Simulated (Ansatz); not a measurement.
# BaTiO3 (P4mm): the gap up the ladder of methods, part 2 of 2

What gap does each level of theory give for BaTiO3 (P4mm), and in what time?

Ansatz 0.2.0; density functionals, hybrids and G0W0, plane waves, PAW. Known limits of the many-body steps: finite bands, screening cutoff and k mesh; no spin-orbit coupling in G0W0.

So far. Step 6 (r2SCAN on the 6×6×6 mesh): Over mesh and listed points the gap is 2.218 eV, from k = (0.500, 0.500, 0.500) to k = Γ. The least direct gap found is 2.568 eV, at k = Γ. r2SCAN against PBE: 2.218 − 1.861 = +0.357 eV. The runs also differ in plane-wave cutoff (420 eV and 500 eV), so how much of this comes from the functional alone is not known. Step 7 (HSE06 on the 4×4×4 mesh): Over mesh and listed points the gap is 3.285 eV, from k = (0.500, 0.500, 0.500) to k = Γ.

In doubt: masses and optical values from hybrid runs of this build are listed as unsure (steps 11, 12), which bears on the screening that GW takes from such a start.

## Step 8: PBE0 on the 4×4×4 mesh

PBE0 mixes in a quarter of exact exchange at all distances.

This step: DFT, PBE0, plane waves, PAW.

Input file input.yaml:

```yaml
crystal:
  lattice:
    - [3.99048, 0.0, 0.0]
    - [0.0, 3.99048, 0.0]
    - [0.0, 0.0, 4.02303]
  atoms:
    - { symbol: Ba, position: [0.0, 0.0, 0.0] }
    - { symbol: Ti, position: [0.5, 0.5, 0.522] }
    - { symbol: O, position: [0.5, 0.5, 0.979] }
    - { symbol: O, position: [0.5, 0.0, 0.488] }
    - { symbol: O, position: [0.0, 0.5, 0.488] }
kpoints:
  mp_grid: { grid: [4, 4, 4] }
  band_path:
    path:
      - [0.0, 0.0, 0.0]
      - [0.0, 0.5, 0.0]
      - [0.5, 0.5, 0.0]
      - [0.0, 0.0, 0.5]
      - [0.0, 0.5, 0.5]
      - [0.5, 0.5, 0.5]
    npoints: 1
hamiltonian:
  xc: pbe0
scf:
  occupations: { method: fixed }
  n_extra_bands: 5
output:
  eigenvalues: true
  write_density: true
  write_potential: true
  elf: true
  volumetric_format: npy
```

Command:

```sh
$ ansatz run input.yaml --threads 3 --pin off --max-ram 92160MiB --backend cuda --events-out ev --progress --plain --runs-dir out --devices 1 --max-vram 13GiB
```

Numbers of over 12 decimals in the logs are rounded to 6 here.

The program printed:

```text
[...]
GPUs: using 1 of 1 available (devices: 1).
[...]
GPU FFT provider: cuFFT
GPU libraries: cuBLAS 13.8.2, cuFFT 12.4.0, cuSOLVER 12.3.4
Crystal: 5 atoms, lattice volume = 64.062 Å³
Basis set: ecut = 420 eV, 1245 PW (Γ)
Bands: 25, of which v1, the nominal top of the filled ones, is band 20 counted from 1 (19 counted from 0)
Symmetry: 8 space group operations
[...]
k-points: 18 of 64 (time reversal used)
[...]
Fermi energy:    8.992682 eV
[...]
--- Band table (eV; the first three rows and the last of 18) ---
  k-point 0: bands = [... 16 lower, 7.7094, 8.5590, 8.6746, 8.6746, 13.0241, 13.3819, 13.3819, 15.2533, ... 1 higher]
  k-point 1: bands = [... 16 lower, 7.2967, 7.5933, 8.4638, 8.4638, 13.0982, 14.2426, 14.2426, 15.2524, ... 1 higher]
  k-point 2: bands = [... 16 lower, 6.8905, 6.9374, 8.2730, 8.2730, 13.1756, 15.0455, 15.0455, 15.2542, ... 1 higher]
  k-point 17: bands = [... 16 lower, 6.4643, 8.8052, 8.8052, 8.9927, 15.7276, 15.7276, 15.7488, 17.8445, ... 1 higher]
[key lines of the parts left out:]
Free energy (F): -10162.960113 eV
```

Wall time 16 s (1 × NVIDIA H100 80GB HBM3 (shared by 6 runs) with 3 threads of AMD EPYC 7R13 (Zen 3), shared host); peak memory 1.2 GiB.

This step gave:

* gap: 4.031 eV
* valence top at: A
* conduction bottom at: Γ
* least direct gap: 4.349 eV
* exact-exchange fraction: 0.25

Over mesh and listed points the gap is 4.031 eV, from k = (0.500, 0.500, 0.500) to k = Γ. The least direct gap found is 4.349 eV, at k = Γ. PBE0 against HSE06: 4.031 − 3.285 = +0.746 eV, with the same mesh, files and cutoff, and both edges at the same k points.

## Step 9: DDH-PBE0 on the 4×4×4 mesh

The input asks for a share of exact exchange of one over the crystal's ε∞, which the program works out first.

This step: DFT, dielectric-dependent PBE0 (fraction 1/eps_inf of PBE), plane waves, PAW.

Edit input.yaml of step 8 so:

```diff
@@ -11,2 +11,3 @@
     - { symbol: O, position: [0.0, 0.5, 0.488] }
+  host: atoms
 kpoints:
@@ -23,3 +24,6 @@
 hamiltonian:
-  xc: pbe0
+  xc:
+    exchange: pbe
+    correlation: pbe
+    exx: { coeff: inverse_dielectric }
 scf:
@@ -29,5 +33 @@
   eigenvalues: true
-  write_density: true
-  write_potential: true
-  elf: true
-  volumetric_format: npy
```

The program printed:

```text
[...]
the fraction of exact exchange is that of a crystal of Ba1Ti1O3
GPUs: using 1 of 1 available (devices: 1).
[...]
a weight of exact exchange comes from the crystal, and the text's number only plans the run
Solving k-mesh 4×4×4 for the fraction of exact exchange
[...]
Fermi energy:    9.499392 eV
[...]
--- Band table (eV; the first three rows and the last of 18) ---
  k-point 0: bands = [... 16 lower, 8.2474, 9.0682, 9.1715, 9.1715, 12.7350, 13.0986, 13.0986, 14.9750, ... 1 higher]
  k-point 1: bands = [... 16 lower, 7.8364, 8.1335, 8.9727, 8.9727, 12.8050, 13.9273, 13.9273, 14.9735, ... 1 higher]
  k-point 2: bands = [... 16 lower, 7.4598, 7.4821, 8.7931, 8.7931, 12.8781, 14.6908, 14.6908, 14.9749, ... 1 higher]
  k-point 17: bands = [... 16 lower, 7.0123, 9.3148, 9.3148, 9.4994, 15.3380, 15.3380, 15.3475, 17.5158, ... 1 higher]
[key lines of the parts left out:]
Free energy (F): -10161.712035 eV
```

Wall time 29 s (1 × NVIDIA H100 80GB HBM3 (shared by 6 runs) with 3 threads); peak memory 1.3 GiB; 36 s of CPU time.

This step gave:

* gap: 3.236 eV
* valence top at: A
* conduction bottom at: Γ
* least direct gap: 3.564 eV
* exact-exchange fraction: 0.1623

Over mesh and listed points the gap is 3.236 eV, from k = (0.500, 0.500, 0.500) to k = Γ. The least direct gap found is 3.564 eV, at k = Γ. DDH-PBE0 against PBE0: 3.236 − 4.031 = −0.795 eV, with the same mesh, files and cutoff, and both edges at the same k points.

## Step 10: G0W0@PBE, 4×4×4 mesh, 411 empty bands, screening to 200 eV

G0W0 replaces the xc potential by a self-energy built once from the orbitals of the start. Levels are corrected in the window of bands that the input names, at points of the mesh.

This step: G0W0 on PBE, plane waves, PAW.

Input file input.yaml:

```yaml
crystal:
  lattice:
    - [3.99048, 0.0, 0.0]
    - [0.0, 3.99048, 0.0]
    - [0.0, 0.0, 4.02303]
  atoms:
    - { symbol: Ba, position: [0.0, 0.0, 0.0] }
    - { symbol: Ti, position: [0.5, 0.5, 0.522] }
    - { symbol: O, position: [0.5, 0.5, 0.979] }
    - { symbol: O, position: [0.5, 0.0, 0.488] }
    - { symbol: O, position: [0.0, 0.5, 0.488] }
kpoints:
  mp_grid: { grid: [4, 4, 4] }
hamiltonian:
  xc: pbe
scf:
  occupations: { method: fixed }
gw:
  n_empty_bands: 411
  ecut_chi: 200.0
  qp_bands: [v2, c2]
  qp_kpoints: band_edges
  screening: { model: contour_deformation }
```

The program printed:

```text
GPUs: using 1 of 1 available (devices: 1).
[...]
GPU FFT provider: cuFFT
GPU libraries: cuBLAS 13.8.2, cuFFT 12.4.0, cuSOLVER 12.3.4
Crystal: 5 atoms, lattice volume = 64.062 Å³
Basis set: ecut = 420 eV, 1245 PW (Γ)
Bands: 25, of which v1, the nominal top of the filled ones, is band 20 counted from 1 (19 counted from 0)
Symmetry: 8 space group operations
[...]
k-points: 18 of 64 (time reversal used)
[...]
1    22     13.3860   -14.1315    -6.6022   -21.7920  0.7125    14.4719    14.4444  root
[...]
17    19     10.2263   -25.8266     4.5438   -20.7575  0.7140     9.6951     9.7010  root
    17    20     10.4012   -25.8870     4.5827   -20.8018  0.7115     9.8931     9.8986  root
    17    21     14.6387   -14.6074    -7.9654   -23.6292  0.6656    15.7405    15.6951  root
    17    22     14.6512   -14.7347    -7.7972   -23.6315  0.6723    15.7975    15.7508  root
[key lines of the parts left out:]
SCF converged after 7 iterations
Free energy (F): -10159.572460 eV
Fermi energy:    10.401152 eV
```

Elapsed: 36 s, on 1 × NVIDIA H100 80GB HBM3 (shared by 6 runs) with 3 threads; peak memory 1.8 GiB.

Numbers from this step:

- bands summed: 431
- RPA ε∞ on this mesh (eigenvalues): 5.636, 6.245, 6.245
- plane waves in the screening matrix: 437
- G0W0 gap over the corrected points: 3.374 eV
- k of the valence top: -0.5, -0.5, -0.5
- k of the conduction bottom: 0, 0, 0
- starting gap on the mesh: 1.856 eV
- Z at the valence top: 0.7115
- Z at the conduction bottom: 0.7339
- least direct G0W0 gap over the corrected points: 3.723 eV

Over 12 of 18 irreducible mesh points the G0W0 gap is 3.374 eV, from k = (-0.500, -0.500, -0.500) to k = Γ. The PBE gap of this run on the mesh is 1.856 eV. The two states that bound the G0W0 gap lie that far apart at the start, so the correction of the gap is 3.374 − 1.856 = +1.518 eV.

## Step 11: G0W0@HSE06, 4×4×4 mesh, 191 empty bands, screening to 120 eV

This step: G0W0 on HSE06, plane waves, PAW.

Edit input.yaml of step 10 so:

```diff
@@ -14,3 +14,3 @@
 hamiltonian:
-  xc: pbe
+  xc: hse06
 scf:
@@ -18,4 +18,4 @@
 gw:
-  n_empty_bands: 411
-  ecut_chi: 200.0
+  n_empty_bands: 191
+  ecut_chi: 120
   qp_bands: [v2, c2]
```

The program printed:

```text
GPUs: using 1 of 1 available (devices: 1).
[...]
GPU FFT provider: cuFFT
GPU libraries: cuBLAS 13.8.2, cuFFT 12.4.0, cuSOLVER 12.3.4
Crystal: 5 atoms, lattice volume = 64.062 Å³
Basis set: ecut = 420 eV, 1245 PW (Γ)
Bands: 25, of which v1, the nominal top of the filled ones, is band 20 counted from 1 (19 counted from 0)
Symmetry: 8 space group operations
[...]
k-points: 18 of 64 (time reversal used)
[...]
1    21     12.7421   -12.0298    -6.0805   -18.7831  0.7758    13.4204    13.4149  root
     1    22     13.8681   -13.4028    -5.9665   -20.1274  0.7611    14.6342    14.6262  root
[...]
17    19      9.1964   -25.8939     4.3672   -21.8682  0.7634     9.5364     9.5378  root
    17    20      9.3836   -25.9668     4.4099   -21.9191  0.7618     9.7443     9.7459  root
    17    21     15.3377   -14.2194    -6.8790   -21.8314  0.7280    16.0813    16.0706  root
    17    22     15.3377   -14.2194    -6.8790   -21.8314  0.7280    16.0813    16.0706  root
[key lines of the parts left out:]
Free energy (F): -10163.475258 eV
Fermi energy:    9.383566 eV
```

Wall time 67 s (1 × NVIDIA H100 80GB HBM3 (shared by 6 runs) with 3 threads); peak memory 1.5 GiB.

This step gave:

```
bands summed                                    : 211
RPA ε∞ on this mesh (eigenvalues)               : 4.345, 4.582, 4.582
plane waves in the screening matrix             : 179
G0W0 gap over the corrected points              : 3.586 eV
k of the valence top                            : -0.5, -0.5, -0.5
k of the conduction bottom                      : 0, 0, 0
starting gap on the mesh                        : 3.285 eV
Z at the valence top                            : 0.7618
Z at the conduction bottom                      : 0.7782
least direct G0W0 gap over the corrected points : 3.967 eV
```

Over 10 of 18 irreducible mesh points the G0W0 gap is 3.586 eV, from k = (-0.500, -0.500, -0.500) to k = Γ. The HSE06 gap of this run on the mesh is 3.285 eV. The two states that bound the G0W0 gap lie that far apart at the start, so the correction of the gap is 3.586 − 3.285 = +0.301 eV. G0W0@HSE06 against G0W0@PBE with 211 bands (a further run, in the table below): 3.586 − 3.326 = +0.260 eV, with the same mesh, files and cutoffs, and both edges at the same k points.

## Step 12: G0W0@PBE0, 4×4×4 mesh, 191 empty bands, screening to 120 eV

This step: G0W0 on PBE0, plane waves, PAW.

Edit input.yaml of step 11 so:

```diff
@@ -14,3 +14,3 @@
 hamiltonian:
-  xc: hse06
+  xc: pbe0
 scf:
```

The program printed:

```text
GPUs: using 1 of 1 available (devices: 1).
[...]
GPU FFT provider: cuFFT
GPU libraries: cuBLAS 13.8.2, cuFFT 12.4.0, cuSOLVER 12.3.4
Crystal: 5 atoms, lattice volume = 64.062 Å³
Basis set: ecut = 420 eV, 1245 PW (Γ)
Bands: 25, of which v1, the nominal top of the filled ones, is band 20 counted from 1 (19 counted from 0)
Symmetry: 8 space group operations
[...]
k-points: 18 of 64 (time reversal used)
[...]
1    21     13.0982   -12.0132    -5.9282   -18.3943  0.7888    13.5532    13.5511  root
     1    22     14.2426   -13.3813    -5.8062   -19.7217  0.7755    14.7801    14.7768  root
[...]
17    19      8.8052   -25.8990     4.2295   -22.2724  0.7772     9.4045     9.4081  root
    17    20      8.9927   -25.9725     4.2719   -22.3244  0.7757     9.6126     9.6165  root
    17    21     15.7276   -14.2123    -6.6661   -21.4153  0.7459    16.2690    16.2645  root
    17    22     15.7276   -14.2123    -6.6661   -21.4153  0.7459    16.2690    16.2645  root
[key lines of the parts left out:]
Free energy (F): -10162.960113 eV
Fermi energy:    8.992682 eV
```

The job ended after 36 s (1 × NVIDIA H100 80GB HBM3 (shared by 6 runs) with 3 threads; peak memory 1.5 GiB).

This step gave:

```
bands summed                                    : 211
RPA ε∞ on this mesh (eigenvalues)               : 4.075, 4.263, 4.263
plane waves in the screening matrix             : 179
G0W0 gap over the corrected points              : 3.849 eV
k of the valence top                            : -0.5, -0.5, -0.5
k of the conduction bottom                      : 0, 0, 0
starting gap on the mesh                        : 4.031 eV
Z at the valence top                            : 0.7757
Z at the conduction bottom                      : 0.7911
least direct G0W0 gap over the corrected points : 4.223 eV
```

Over 11 of 18 irreducible mesh points the G0W0 gap is 3.849 eV, from k = (-0.500, -0.500, -0.500) to k = Γ. The PBE0 gap of this run on the mesh is 4.031 eV. The two states that bound the G0W0 gap lie that far apart at the start, so the correction of the gap is 3.849 − 4.031 = −0.182 eV. G0W0@PBE0 against G0W0@HSE06 with 211 bands: 3.849 − 3.586 = +0.263 eV, with the same mesh, files and cutoffs, and both edges at the same k points. The program's warnings for this run: coarse exchange mesh.

## Step 13: All levels together

Each gap is the least one over the points named; times are wall times on shared hosts, not benchmarks. A G0W0 time includes the run's own self-consistent start. Runs with listed points see these and the mesh alone, so an edge that moves elsewhere is missed. Rows marked * are further runs, not shown as steps, whose inputs differ from the G0W0 step on the same start in the columns given; solver thresholds can differ too. Symmetry makes (0.500, 0.500, 0.500) and (-0.500, -0.500, -0.500) one point.

```
     level   mesh       files, cutoff  bands summed, screening                            points  gap (eV)               valence top  conduction bottom  least direct gap (eV)   time
       LDA  6×6×6  soft_2 PAW, 420 eV                        -            mesh and listed points     1.771     (0.500, 0.500, 0.500)                  Γ                  2.120  6.5 s
    PBEsol  6×6×6  soft_2 PAW, 420 eV                        -            mesh and listed points     1.815     (0.500, 0.500, 0.500)                  Γ                  2.163  3.9 s
       PBE  6×6×6  soft_2 PAW, 420 eV                        -                     mesh and path     1.861     (0.500, 0.500, 0.500)                  Γ                  2.207   11 s
   PBE+SOC  6×6×6  soft_2 PAW, 420 eV                        -            mesh and listed points     1.861     (0.500, 0.500, 0.500)                  Γ                  2.162   18 s
    r2SCAN  6×6×6  soft_2 PAW, 500 eV                        -            mesh and listed points     2.218     (0.500, 0.500, 0.500)                  Γ                  2.568  9.7 s
     HSE06  4×4×4  soft_2 PAW, 420 eV                        -            mesh and listed points     3.285     (0.500, 0.500, 0.500)                  Γ                  3.616   29 s
      PBE0  4×4×4  soft_2 PAW, 420 eV                        -            mesh and listed points     4.031     (0.500, 0.500, 0.500)                  Γ                  4.349   16 s
  DDH-PBE0  4×4×4  soft_2 PAW, 420 eV                        -            mesh and listed points     3.236     (0.500, 0.500, 0.500)                  Γ                  3.564   29 s
 G0W0@PBE*  4×4×4  soft_2 PAW, 420 eV                87, 60 eV  12 of 18 irreducible mesh points     3.467  (-0.500, -0.500, -0.500)                  Γ                  3.775   20 s
 G0W0@PBE*  4×4×4  soft_2 PAW, 420 eV              211, 120 eV  12 of 18 irreducible mesh points     3.326  (-0.500, -0.500, -0.500)                  Γ                  3.666   21 s
  G0W0@PBE  4×4×4  soft_2 PAW, 420 eV              431, 200 eV  12 of 18 irreducible mesh points     3.374  (-0.500, -0.500, -0.500)                  Γ                  3.723   36 s
G0W0@HSE06  4×4×4  soft_2 PAW, 420 eV              211, 120 eV  10 of 18 irreducible mesh points     3.586  (-0.500, -0.500, -0.500)                  Γ                  3.967   67 s
 G0W0@PBE0  4×4×4  soft_2 PAW, 420 eV              211, 120 eV  11 of 18 irreducible mesh points     3.849  (-0.500, -0.500, -0.500)                  Γ                  4.223   36 s
```

## Step 14: Summary of results

| Item | Value |
| --- | --- |
| LDA, over mesh and listed points | 1.771 eV |
| PBEsol, over mesh and listed points | 1.815 eV |
| PBE, over mesh and path | 1.861 eV |
| PBE+SOC, over mesh and listed points | 1.861 eV |
| r2SCAN, over mesh and listed points | 2.218 eV |
| HSE06, over mesh and listed points | 3.285 eV |
| PBE0, over mesh and listed points | 4.031 eV |
| DDH-PBE0, over mesh and listed points | 3.236 eV |
| G0W0@PBE (431 bands, 4×4×4), over 12 of 18 irreducible mesh points | 3.374 eV |
| G0W0@HSE06, over 10 of 18 irreducible mesh points | 3.586 eV |
| G0W0@PBE0, over 11 of 18 irreducible mesh points | 3.849 eV |
| known limits | finite bands, screening cutoff and k mesh; no spin-orbit coupling in G0W0 |

What this shows: The rows run from 1.771 eV (LDA) to 4.031 eV (PBE0). They differ in mesh, plane-wave cutoff, bands and screening cutoff of G0W0 and the points over which the gap was sought as well as in level, so only pairs that share these are like for like. PBEsol against LDA: 1.815 − 1.771 = +0.044 eV, with the same mesh, files and cutoff, and both edges at the same k points. PBE against PBEsol: 1.861 − 1.815 = +0.046 eV, with the same mesh, files and cutoff, and both edges at the same k points. PBE+SOC against PBE: 1.861 − 1.861 = +0.000 eV, with the same mesh, set of files (read in its fully relativistic form for the spin-orbit run) and cutoff, and both edges at the same k points. The spin-orbit run sees mesh and listed points alone, so its gap is an upper bound: the coupling can move an edge off these points, the more so as this crystal has no centre of inversion, and the change over the zone, its sign included where it is small, is not known. PBE0 against HSE06: 4.031 − 3.285 = +0.746 eV, with the same mesh, files and cutoff, and both edges at the same k points. DDH-PBE0 against PBE0: 3.236 − 4.031 = −0.795 eV, with the same mesh, files and cutoff, and both edges at the same k points. G0W0@HSE06 against G0W0@PBE with 211 bands: 3.586 − 3.326 = +0.260 eV, with the same mesh, files and cutoffs, and both edges at the same k points. G0W0@PBE0 against G0W0@HSE06 with 211 bands: 3.849 − 3.586 = +0.263 eV, with the same mesh, files and cutoffs, and both edges at the same k points. The dielectric-dependent hybrid took 0.162 of exact exchange, against 0.25 in PBE0. G0W0@PBE (431 bands, 4×4×4) moves the gap of its own start on the mesh by 3.374 − 1.856 = +1.518 eV, between the same two levels. Both edges that PBE shows over mesh and path lie at k points where levels were corrected. Levels at other points were not corrected, so a lower G0W0 gap elsewhere in the zone is not ruled out. G0W0@HSE06 moves the gap of its own start on the mesh by 3.586 − 3.285 = +0.301 eV, between the same two levels. Both edges that HSE06 shows over mesh and listed points lie at k points where levels were corrected. Levels at other points were not corrected, so a lower G0W0 gap elsewhere in the zone is not ruled out. G0W0@PBE0 moves the gap of its own start on the mesh by 3.849 − 4.031 = −0.182 eV, between the same two levels. Both edges that PBE0 shows over mesh and listed points lie at k points where levels were corrected. Levels at other points were not corrected, so a lower G0W0 gap elsewhere in the zone is not ruled out. What spin-orbit coupling does to the G0W0 levels was not computed, so no sum with the G0W0 gap is formed. For G0W0@PBE: from 87 bands and 60 eV to 431 bands and 200 eV the gap moves by 3.374 − 3.467 = −0.093 eV (rung by rung 3.467, 3.326, 3.374 eV); bands and screening cutoff rise together, so their parts are not told apart. The gap turns back along the series (3.467, 3.326, 3.374 eV), so no line is drawn and the limit is not known. The other G0W0 rows are shown at one basis each (211 bands), so their distance from the limit is not known here. For G0W0@PBE0: the program's warnings for this run: coarse exchange mesh. The G0W0 runs are scalar-relativistic. No pair of G0W0 runs that differ in the mesh alone is shown (4×4×4 is a supercell whose nearest images lie 16 Å apart), so the error from the mesh is not known here. G0W0@PBE runs of this series with other atomic data on the same mesh, not shown as steps, give 3.328 eV (hard PAW, 930 eV, 211 bands, screening to 120 eV; the table's row with the same empty bands and screening cutoff has 3.326 eV); where bands and cutoffs differ too, the part of the files is not isolated.

[Paths, hosts, dates, memory and timing lines, banners, echoed tables and standing remarks are left out of the program output.]

[Logs are printed without paths, hosts, clocks, repeated set-up lines and the standing remarks that a program may print on its own settings, such as how far it seeks lower states.]

[Runs of the session that timed out or met a known fault of the program may be left out.]

[Cells called generated may have been cut or substituted from an entry of the Crystallography Open Database or the Materials Project.]

[Hosts, paths, dates, database ids (printed as entryN), source tags and the programs' standing remarks are cut or masked in the printed files.]

[Where an RPA ε∞ is given, it is that of the G0W0 mesh and is not shown converged in it. Names of k-points follow the symmetry that the program found, which can be lower than the space group named. Band edges on a path are those of the sampled points; other points can move an edge, and change direct to indirect where valleys lie close.]

[Hybrid gaps are those of their k-mesh and are not shown converged in it.]
